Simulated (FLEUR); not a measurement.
# CdSe (Cadmoselite) (P6_3mc) in FLEUR: a series of runs

Runs on CdSe (Cadmoselite). Level: LDA (Perdew-Zunger). Tasks: equation of state.

Everything below comes from runs of FLEUR MaX-R8.1 (patched build s14). Logs are shortened: lines on timing, memory, paths and dates and some standing lists are left out, and cuts for length are marked.

**1. The crystal as given**

It takes space group P6_3mc (No. 186, hexagonal). Conventional cell: a = 4.300 Å, b = 4.300 Å, c = 7.020 Å, α = 90.00°, β = 90.00°, γ = 120.00°. Cd (site symmetry 3m) has 4 Se at 2.61 to 2.70 Å as nearest neighbours. Se (site symmetry 3m) has 4 Cd at 2.61 to 2.70 Å as nearest neighbours.

**2. Equation of state, LDA (Perdew-Zunger), 26.42 Å³/atom (volume scaled by 0.94)**

File inp.xml:

```xml
<?xml version="1.0" encoding="UTF-8" standalone="no"?>
<fleurInput fleurInputVersion="0.39">
   <comment>
      CdSe                                                                                                
   </comment>
   <calculationSetup>
      <cutoffs Kmax="4.07" Gmax="12.6" GmaxXC="12.6" numbands="0"/>
      <scfLoop itmax="60" minDistance="0.00001" maxIterBroyd="15" imix="Anderson" alpha="0.05" precondParam="0.0" spinf="2.0"/>
      <coreElectrons ctail="T" frcor="F" kcrel="0" coretail_lmax="0"/>
      <xcFunctional name="pz" relativisticCorrections="F"/>
      <magnetism jspins="1"/>
      <soc l_soc="F" theta="0.0" phi="0.0" spav="F"/>
      <expertModes spex="0" secvar="F"/>
      <geometryOptimization l_f="F" forcealpha="1.0" forcemix="BFGS" epsdisp="0.00001" epsforce="0.00001"/>
      <ldaU l_linMix="F" mixParam="0.05" spinf="1.0"/>
   </calculationSetup>
   <cell>
      <bzIntegration valenceElectrons="72.0" mode="hist" fermiSmearingEnergy="0.00183747">
         <kPointListSelection listName="default-1"/>
         <!-- k-points included here -->
         <xi:include xmlns:xi="http://www.w3.org/2001/XInclude" href="kpts.xml"> </xi:include>
      </bzIntegration>
      <!-- symmetry operations included here -->
      <xi:include xmlns:xi="http://www.w3.org/2001/XInclude" href="sym.xml"> </xi:include>
      <bulkLattice scale="0.9795861087">
         <bravaisMatrix>
            <row-1>    8.1258223357799988     0.0000000000000000     0.0000000000000000</row-1>
            <row-2>   -4.0629111678899994     7.0371685694753445     0.0000000000000000</row-2>
            <row-3>    0.0000000000000000     0.0000000000000000    13.2658773946919979</row-3>
         </bravaisMatrix>
      </bulkLattice>
   </cell>
   <atomSpecies>
      <species name="Cadmium (Cd)" element="Cd" atomicNumber="48">
         <mtSphere radius="2.4" gridPoints="817" logIncrement="0.016"/>
         <atomicCutoffs lmax="10" lnonsphr="8"/>
         <electronConfig flipSpins="F">
            <coreConfig>(1s1/2) (2s1/2) (2p1/2) (2p3/2) (3s1/2) (3p1/2) (3p3/2) (3d3/2) (3d5/2)</coreConfig>
            <valenceConfig>(4s1/2) (4p1/2) (4p3/2) (5s1/2) (4d3/2) (4d5/2)</valenceConfig>
         </electronConfig>
         <energyParameters s="5" p="5" d="4" f="4"/>
         <lo type="SCLO" l="0" n="4" eDeriv="0"/>
         <lo type="SCLO" l="1" n="4" eDeriv="0"/>
         <lo type="SCLO" l="1" n="4" eDeriv="1"/>
         <lo type="SCLO" l="2" n="4" eDeriv="2"/>
         <lo type="SCLO" l="3" n="4" eDeriv="2"/>
      </species>
      <species name="Selenium (Se)" element="Se" atomicNumber="34">
         <mtSphere radius="2.04" gridPoints="695" logIncrement="0.018"/>
         <atomicCutoffs lmax="8" lnonsphr="6"/>
         <electronConfig flipSpins="F">
            <coreConfig>(1s1/2) (2s1/2) (2p1/2) (2p3/2) (3s1/2) (3p1/2) (3p3/2)</coreConfig>
            <valenceConfig>(3d3/2) (3d5/2) (4s1/2) (4p1/2) (4p3/2)</valenceConfig>
            <stateOccupation state="(4p1/2)" spinUp="0.666667" spinDown="0.666667"/>
            <stateOccupation state="(4p3/2)" spinUp="1.333333" spinDown="1.333333"/>
         </electronConfig>
         <energyParameters s="4" p="4" d="4" f="4"/>
         <lo type="SCLO" l="2" n="3" eDeriv="0"/>
         <lo type="SCLO" l="0" n="4" eDeriv="2"/>
         <lo type="SCLO" l="1" n="4" eDeriv="2"/>
         <lo type="SCLO" l="3" n="4" eDeriv="2"/>
      </species>
   </atomSpecies>
   <atomGroups>
      <atomGroup species="Cadmium (Cd)">
         <relPos label="                   1">-1.000/3.000 1.000/3.000 1.000/2.000</relPos>
         <relPos label="                   2">1.000/3.000 -1.000/3.000 .0000000000</relPos>
         <force calculate="T" relaxXYZ="TTT"/>
      </atomGroup>
      <atomGroup species="Selenium (Se)">
         <relPos label="                   3">-1.000/3.000 1.000/3.000 -.1150000000</relPos>
         <relPos label="                   4">1.000/3.000 -1.000/3.000 .3850000000</relPos>
         <force calculate="T" relaxXYZ="TTT"/>
      </atomGroup>
   </atomGroups>
   <output dos="F" band="F" slice="F">
      <checks vchk="F" cdinf="F"/>
      <bandDOS minEnergy="-.5*Htr" maxEnergy="0.5*Htr" sigma="0.015" storeEVData="T"/>
      <vacuumDOS vacdos="F" integ="F" star="F" nstars="0" locx1="0.0" locy1="0.0" locx2="0.0" locy2="0.0" nstm="0" tworkf="0.0"/>
      <unfoldingBand unfoldBand="F" supercellX="1" supercellY="1" supercellZ="1"/>
      <plotting iplot="0" polar="F">
         <plot TwoD="T" vec1="  1.0  0.0  0.0" vec2="  0.0  1.0  0.0" vec3="  0.0  0.0  1.0" zero="  0.0  0.0  0.0" file="plot"/>
      </plotting>
      <chargeDensitySlicing numkpt="0" minEigenval="0.0" maxEigenval="0.0" nnne="0" pallst="F"/>
      <specialOutput eonly="F"/>
      <magneticCircularDichroism mcd="F" energyLo="-10.0" energyUp="0.0"/>
   </output>
  <!-- We include the file relax.xml here to enable relaxations (see documentation) -->
  <xi:include xmlns:xi="http://www.w3.org/2001/XInclude" href="relax.xml"> <xi:fallback/> </xi:include>
</fleurInput>
```

Potentials or basis: all-electron, FLAPW.

Launch:

```console
> inpgen -f crystal.txt -profile fastHighL
> # inp.xml edited to the form shown
> fleur
```

The program printed:

```text
Welcome to FLEUR        (www.flapw.de)
      MaX-Release 8.1          (www.max-centre.eu)

 ========== k-point set info ==========
 Selected k-point list: default-1
 k-point list type: mesh
 7 x 7 x 4
 Number of k points: 24

 ------------Calculation Setup---------------------------
 Number of OMP-threads    :            1
 Number of basis functions:          971
 Approximate size of matrices (H+S) per k-point:         0.028 GB
 --------------------------------------------------------
 Iteration:     1   Distance:       6.35704330 me/bohr^3
 Iteration:     2   Distance:       5.73886985 me/bohr^3
 Iteration:     3   Distance:       3.30584972 me/bohr^3
 Iteration:     4   Distance:       1.08273906 me/bohr^3
 Iteration:     5   Distance:       0.85192415 me/bohr^3
 Iteration:     6   Distance:       0.17165790 me/bohr^3
 Iteration:     7   Distance:       0.07309536 me/bohr^3
 Iteration:     8   Distance:       0.04994144 me/bohr^3
 Iteration:     9   Distance:       0.00475779 me/bohr^3
 Iteration:    10   Distance:       0.00430558 me/bohr^3
 Iteration:    11   Distance:       0.00089500 me/bohr^3
 Iteration:    12   Distance:       0.00033367 me/bohr^3
 Iteration:    13   Distance:       0.00027937 me/bohr^3
 Iteration:    14   Distance:       0.00005486 me/bohr^3
 Iteration:    15   Distance:       0.00000975 me/bohr^3

 ********************************************************************
 Run finished successfully
 Stop message:
   all done
 ********************************************************************
```

out.xml (last iteration):

```text
<iteration numberForCurrentRun="   15" overallNumber="   15">
         <energyParameters units="Htr">
            <atomicEP atomType="1" spin="1" branch="5s" branchLowest="-3.57" branchHighest="1.41" value="0.0000523397"/>
            <atomicEP atomType="1" spin="1" branch="5p" branchLowest="-2.13" branchHighest="2.12" value="0.1560892395"/>
            <atomicEP atomType="1" spin="1" branch="4d" branchLowest="-14.15" branchHighest="0.00" value="-0.1217598176"/>
            <atomicEP atomType="1" spin="1" branch="4f" branchLowest="-9.99" branchHighest="2.17" value="0.4691245122"/>
            <loAtomicEP atomType="1" spin="1" branch="4s" branchLowest="-26.59" branchHighest="-3.57" value="-3.5734503155"/>
            <loAtomicEP atomType="1" spin="1" branch="4p" branchLowest="-21.75" branchHighest="-2.13" value="-2.1516867963"/>
            <loAtomicEP atomType="1" spin="1" branch="4p" branchLowest="-21.75" branchHighest="-2.13" value="-2.1516867963"/>
            <loAtomicEP atomType="1" spin="1" branch="4d" branchLowest="-14.15" branchHighest="0.00" value="-0.1317486169"/>
            <loAtomicEP atomType="1" spin="1" branch="4f" branchLowest="-9.99" branchHighest="2.17" value="0.4691226182"/>
            <atomicEP atomType="2" spin="1" branch="4s" branchLowest="-7.42" branchHighest="0.69" value="-0.3618132508"/>
            <atomicEP atomType="2" spin="1" branch="4p" branchLowest="-5.21" branchHighest="1.48" value="-0.0718698305"/>
            <atomicEP atomType="2" spin="1" branch="4d" branchLowest="-1.55" branchHighest="2.82" value="0.1546284744"/>
            <atomicEP atomType="2" spin="1" branch="4f" branchLowest="-9.99" branchHighest="3.74" value="0.3166478809"/>
            <loAtomicEP atomType="2" spin="1" branch="3d" branchLowest="-9.99" branchHighest="-1.55" value="-1.5661557818"/>
            <loAtomicEP atomType="2" spin="1" branch="4s" branchLowest="-7.42" branchHighest="0.69" value="-0.3618132508"/>
            <loAtomicEP atomType="2" spin="1" branch="4p" branchLowest="-5.21" branchHighest="1.48" value="-0.0739417113"/>
            <loAtomicEP atomType="2" spin="1" branch="4f" branchLowest="-9.99" branchHighest="3.74" value="0.3166465718"/>
         </energyParameters>
         <eigenvalues>
            <eigenvaluesAt spin="1" ikpt="1" k_x="0.00000000" k_y="0.00000000" k_z="0.00000000">
                      -3.5734388769       -3.5734384284       -2.1459184549       -2.1459184549       -2.1459160525
                      -2.1459160525       -2.1458386887       -2.1458228945       -1.5657671803       -1.5657671803
                      -1.5657434002       -1.5657434002       -1.5654198731       -1.5653881059       -1.5653633653
                      -1.5653633653       -1.5653134288       -1.5653134288       -0.3228098846       -0.3069224855
                      -0.1431117240       -0.1431117240       -0.1407060799       -0.1407060799       -0.1403590805
                      -0.1272397451       -0.1272397451       -0.1242926057       -0.1242926057       -0.1125181783
                      -0.0162727278        0.1267867127        0.1267867127        0.1555251552        0.1568416577
                       0.1568416577        0.1771051837        0.2287986923        0.3676737729        0.3676737729
                       0.3773903183        0.4118670232        0.4118670232        0.4394521120        0.4961542356
                       0.5035217126        0.5035217126        0.5368816926        0.5592845283        0.5592845283
                       0.5601979472        0.6556772028        0.7095722349        0.7095722349        0.7261627874
            </eigenvaluesAt>
            <eigenvaluesAt spin="1" ikpt="2" k_x="0.00000000" k_y="0.00000000" k_z="0.25000000">
                      -3.5734388472       -3.5734385346       -2.1459188008       -2.1459188008       -2.1459169800
[... 31 lines left out ...]
                      -0.0111208447        0.0911825805        0.1086439059        0.1160429134        0.1498636975
                       0.1499734316        0.2212415319        0.2613022693        0.3468651373        0.3808513797
                       0.3831529360        0.4026084999        0.4238898146        0.4310189066        0.4629266895
                       0.4911147211        0.5477182209        0.5561291734        0.5907848388        0.6009344316
                       0.6082133072        0.6441300430        0.6686543067        0.6984815256        0.7404780362
            </eigenvaluesAt>
         </eigenvalues>
         <bandgap value="0.5513986308" units="eV"/>
         <sumValenceSingleParticleEnergies value="-74.3192861719" units="Htr"/>
         <FermiEnergy value="0.1680117390" units="Htr"/>
         <valenceDensity>
            <mtCharges spin="1">
               <mtCharge atomType="1" total="18.2756195" s="2.4433049" p="6.3213165" d="9.4888039" f="0.0178375"/>
               <mtCharge atomType="2" total="13.4152870" s="1.3252495" p="2.0881117" d="9.9971870" f="0.0037147"/>
            </mtCharges>
            <spinDependentCharge spin="1" total="72.0000000" interstitial="8.6181869" mtSpheres="63.3818131"/>
            <totalCharge value="72.0000000000"/>
         </valenceDensity>
         <coreStates atomType="     1" atomicNumber=" 48" spin="1" kinEnergy="   5635.3615079720" eigValSum="  -3336.3390195735" lostElectrons=" 0.000000">
            <state n="1" l="0" j="0.5" energy="-972.7202431051" weight="1.0000000000"/>
            <state n="2" l="0" j="0.5" energy="-144.1419231337" weight="1.0000000000"/>
            <state n="2" l="1" j="0.5" energy="-134.2461668947" weight="1.0000000000"/>
            <state n="2" l="1" j="1.5" energy="-127.1835332275" weight="2.0000000000"/>
            <state n="3" l="0" j="0.5" energy="-26.5928419059" weight="1.0000000000"/>
            <state n="3" l="1" j="0.5" energy="-22.6218832532" weight="1.0000000000"/>
            <state n="3" l="1" j="1.5" energy="-21.3605517488" weight="2.0000000000"/>
            <state n="3" l="2" j="1.5" energy="-14.3056227683" weight="2.0000000000"/>
            <state n="3" l="2" j="2.5" energy="-14.0490120017" weight="3.0000000000"/>
         </coreStates>
         <coreStates atomType="     2" atomicNumber=" 34" spin="1" kinEnergy="   2275.2096465876" eigValSum="  -1388.7244523286" lostElectrons=" 0.000628">
            <state n="1" l="0" j="0.5" energy="-458.2150674231" weight="1.0000000000"/>
            <state n="2" l="0" j="0.5" energy="-58.5462357196" weight="1.0000000000"/>
            <state n="2" l="1" j="0.5" energy="-52.5335464867" weight="1.0000000000"/>
            <state n="2" l="1" j="1.5" energy="-51.0019633383" weight="2.0000000000"/>
            <state n="3" l="0" j="0.5" energy="-7.4162253308" weight="1.0000000000"/>
            <state n="3" l="1" j="0.5" energy="-5.3598245365" weight="1.0000000000"/>
            <state n="3" l="1" j="1.5" energy="-5.1436999955" weight="2.0000000000"/>
         </coreStates>
         <allElectronCharges>
            <spinDependentCharge spin="1" total="164.0000000" interstitial="8.6194392" mtSpheres="155.3805608"/>
            <totalCharge value="163.9999999918"/>
         </allElectronCharges>
         <totalEnergy                                    value="   -16036.2549634712" units="Htr">
            <sumOfEigenvalues                            value="    -9524.4462299762">
               <coreElectrons value="-9450.1269438043"/>
               <valenceElectrons value="-74.3192861719"/>
            </sumOfEigenvalues>
            <densityCoulombPotentialIntegral value="-25592.5298346618"/>
            <densityEffectivePotentialIntegral value="-26214.3782727081"/>
            <chargeDenXCDenIntegral value="-469.1149987061"/>
            <FockExchangeEnergyValence value="0.0000000000"/>
            <FockExchangeEnergyCore value="0.0000000000"/>
            <atomTypeDependentContributions atomType="1">
               <electronNucleiInteractionDifferentMTs value="13543.0003337203"/>
               <MadelungTerm value="-41.1271540431"/>
            </atomTypeDependentContributions>
            <atomTypeDependentContributions atomType="2">
               <electronNucleiInteractionDifferentMTs value="5832.6474511521"/>
               <MadelungTerm value="-44.0321512506"/>
            </atomTypeDependentContributions>
            <tkbTimesEntropy value="0.0000018184"/>
            <freeEnergy value="-16036.2549652897"/>
            <extrapolationTo0K value="-16036.2549643804"/>
         </totalEnergy>
         <densityConvergence units="me/bohr^3">
            <chargeDensity spin="1" distance="0.0000097484"/>
         </densityConvergence>
      </iteration>
```

Wall time 2.4 min (1 thread of Intel Xeon 6975P-C (Granite Rapids), shared host); peak memory 0.1 GiB.

What came out:

```
Free energy                                           : -436368.7278 eV
Band gap on the k mesh                                : 0.55 eV, direct
Valence electrons inside the program's atomic spheres : Cd 18.28; Se 13.42 (radii Cd 2.4, Se 2.04 bohr)
```

Caveat: the plane-wave cutoff is short for the semicore states, which can make moduli rough.

**3. Equation of state, LDA (Perdew-Zunger), 26.98 Å³/atom (volume scaled by 0.96)**

Edit inp.xml of step 2 so:

```diff
@@ -24,3 +24,3 @@
       <xi:include xmlns:xi="http://www.w3.org/2001/XInclude" href="sym.xml"> </xi:include>
-      <bulkLattice scale="0.9795861087">
+      <bulkLattice scale="0.9864848297">
          <bravaisMatrix>
```

Potentials or basis: all-electron, FLAPW.

Launch:

```console
> inpgen -f crystal.txt -profile fastHighL
> # inp.xml edited to the form shown
> fleur
```

It took 2.8 min on 1 thread of Intel Xeon 6975P-C (Granite Rapids), shared host; peak memory 0.1 GiB.

Results (log left out):

```
Free energy                                           : -436368.7424 eV
Band gap on the k mesh                                : 0.51 eV, direct
Valence electrons inside the program's atomic spheres : Cd 18.26; Se 13.40 (radii Cd 2.4, Se 2.04 bohr)
```

Caveat: the plane-wave cutoff is short for the semicore states, which can make moduli rough.

**4. Equation of state, LDA (Perdew-Zunger), 28.10 Å³/atom**

Edit inp.xml of step 3 so:

```diff
@@ -24,3 +24,3 @@
       <xi:include xmlns:xi="http://www.w3.org/2001/XInclude" href="sym.xml"> </xi:include>
-      <bulkLattice scale="0.9864848297">
+      <bulkLattice scale="1.0000000000">
          <bravaisMatrix>
```

Launch:

```console
> inpgen -f crystal.txt -profile fastHighL
> # inp.xml edited to the form shown
> fleur
```

It took 3.1 min on 1 thread of Intel Xeon 6975P-C (Granite Rapids), shared host; peak memory 0.1 GiB.

Results (log left out):

| Quantity | Value |
| --- | --- |
| Free energy | -436368.7219 eV |
| Band gap on the k mesh | 0.43 eV, direct |
| Valence electrons inside the program's atomic spheres | Cd 18.23; Se 13.39 (radii Cd 2.4, Se 2.04 bohr) |

Caveat: the plane-wave cutoff is short for the semicore states, which can make moduli rough.

**5. Equation of state, LDA (Perdew-Zunger), 29.23 Å³/atom (volume scaled by 1.04)**

Edit inp.xml of step 4 so:

```diff
@@ -24,3 +24,3 @@
       <xi:include xmlns:xi="http://www.w3.org/2001/XInclude" href="sym.xml"> </xi:include>
-      <bulkLattice scale="1.0000000000">
+      <bulkLattice scale="1.0131594038">
          <bravaisMatrix>
```

Launch:

```console
> inpgen -f crystal.txt -profile fastHighL
> # inp.xml edited to the form shown
> fleur
```

It took 3.4 min on 1 thread of Intel Xeon 6975P-C (Granite Rapids), shared host; peak memory 0.1 GiB.

The run converged. Its results:

| Property | Result |
| --- | --- |
| Free energy | -436368.6454 eV |
| Band gap on the k mesh | 0.35 eV, direct |
| Valence electrons inside the program's atomic spheres | Cd 18.20; Se 13.37 (radii Cd 2.4, Se 2.04 bohr) |

Caveat: the plane-wave cutoff is short for the semicore states, which can make moduli rough.

**6. Equation of state, LDA (Perdew-Zunger), 29.79 Å³/atom (volume scaled by 1.06)**

Edit inp.xml of step 5 so:

```diff
@@ -24,3 +24,3 @@
       <xi:include xmlns:xi="http://www.w3.org/2001/XInclude" href="sym.xml"> </xi:include>
-      <bulkLattice scale="1.0131594038">
+      <bulkLattice scale="1.0196128224">
          <bravaisMatrix>
```

Potentials or basis: all-electron, FLAPW.

Launch:

```console
> inpgen -f crystal.txt -profile fastHighL
> # inp.xml edited to the form shown
> fleur
```

It took 3.5 min on 1 thread of Intel Xeon 6975P-C (Granite Rapids), shared host; peak memory 0.11 GiB.

It converged, with:

| Property | Result |
| --- | --- |
| Free energy | -436368.5910 eV |
| Band gap on the k mesh | 0.31 eV, direct |
| Valence electrons inside the program's atomic spheres | Cd 18.19; Se 13.36 (radii Cd 2.4, Se 2.04 bohr) |

Caveat: the plane-wave cutoff is short for the semicore states, which can make moduli rough.

**7. Equation of state, LDA (Perdew-Zunger)**

This step only gathers the single runs of the series.

Results:

- Equilibrium volume: 27.17 Å³/atom
- Bulk modulus at fixed shape and positions: 58 GPa

Energy against volume, from the lowest point:
| volume (Å³/atom) | energy (meV/atom) |
| --- | --- |
| 26.416 | 3.64 |
| 26.978 | 0.00 |
| 28.102 | 5.11 |
| 29.227 | 24.25 |
| 29.789 | 37.84 |

Caveat: the plane-wave cutoff is short for the semicore states, which can make moduli rough; the cell was scaled at fixed shape and fractional positions, which overstates the stiffness of a crystal with free parameters, most of all of layers and chains.
